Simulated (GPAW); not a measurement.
Runs of GPAW 26.7.0 on CuI (Marshite). The structure is cubic, space group F-43m (No. 216). Conventional cell: a = 6.063 Å, b = 6.063 Å, c = 6.063 Å, α = 90.00°, β = 90.00°, γ = 90.00°. I (site symmetry -43m) has 4 Cu at 2.63 Å as nearest neighbours. Around Cu (site symmetry -43m) lie 4 I at 2.63 Å. 

| task | level | potentials or basis | cell | k mesh | cutoff (eV) | smearing | response ecut | maxiter | response k mesh | response bands | kernels | gap on the mesh (eV) | pressure (GPa) |
| --- | --- | --- | --- | --- | --- | --- | --- | --- | --- | --- | --- | --- | --- |
| dielectric tensor | PBE | GPAW PAW data sets (gpaw-data 1.2.1), pw | as given | 6 × 6 × 6 | 450 | fermi-dirac 0.001 eV | 80 eV | 150 | 19 × 19 × 19 | 29 | ["RPA", "ALDA", "ALDA_X"] | 1.14 | - |
| relaxation of cell and atoms | PBEsol | PAW data sets generated in the run's folder for this functional, pw | relaxed to 30 GPa | 8 × 8 × 8 | 600 | fermi-dirac 0.05 eV | - | 150 | - | - | - | (b) | 30.0 |
| single point | PBE | GPAW PAW data sets (gpaw-data 1.2.1), pw | as given | 6 × 6 × 6 | 450 | fermi-dirac 0.05 eV | - | 120 | - | - | - | 1.14 | -0.1 |
| relaxation of cell and atoms | PBEsol | PAW data sets generated in the run's folder for this functional, pw | relaxed | 8 × 8 × 8 | 600 | fermi-dirac 0.05 eV | - | 150 | - | - | - | 1.15 | 0.0 |
| relaxation of cell and atoms | PBEsol | PAW data sets generated in the run's folder for this functional, pw | relaxed to 5 GPa | 8 × 8 × 8 | 600 | fermi-dirac 0.05 eV | - | 150 | - | - | - | 1.39 | 5.0 |
| relaxation of cell and atoms | PBEsol | PAW data sets generated in the run's folder for this functional, pw | relaxed to 10 GPa | 8 × 8 × 8 | 600 | fermi-dirac 0.05 eV | - | 150 | - | - | - | (a) | 10.0 |
| relaxation of cell and atoms | PBEsol | PAW data sets generated in the run's folder for this functional, pw | relaxed to 2 GPa | 8 × 8 × 8 | 600 | fermi-dirac 0.05 eV | - | 150 | - | - | - | 1.25 | 1.9 |
| relaxation of cell and atoms | PBEsol | PAW data sets generated in the run's folder for this functional, pw | relaxed to 20 GPa | 8 × 8 × 8 | 600 | fermi-dirac 0.05 eV | - | 150 | - | - | - | 1.88 | 19.9 |

Alike in all rows: no spin polarisation.

**Question.** Fill in the values left out.

**Answer.** (a) 1.58; (b) 1.80.

Caveats: spin-orbit coupling is left out, which moves the levels of the heavy elements; with this Cu data set, volumes or pressures lay over 1.5 % or 2 GPa off other programs in two to four cells of ten (some runs); later steps reuse the first step's grids (some runs); the long-wavelength limit can be off by several per cent where d states take part (some runs); an odd mesh through Γ misses points on the zone boundary, where band edges often lie (some runs); the cutoff is short for stress and forces, so pressures can be off by a GPa or more (some runs).

A k mesh can miss the band edges, and the runs leave out spin-orbit coupling on I.
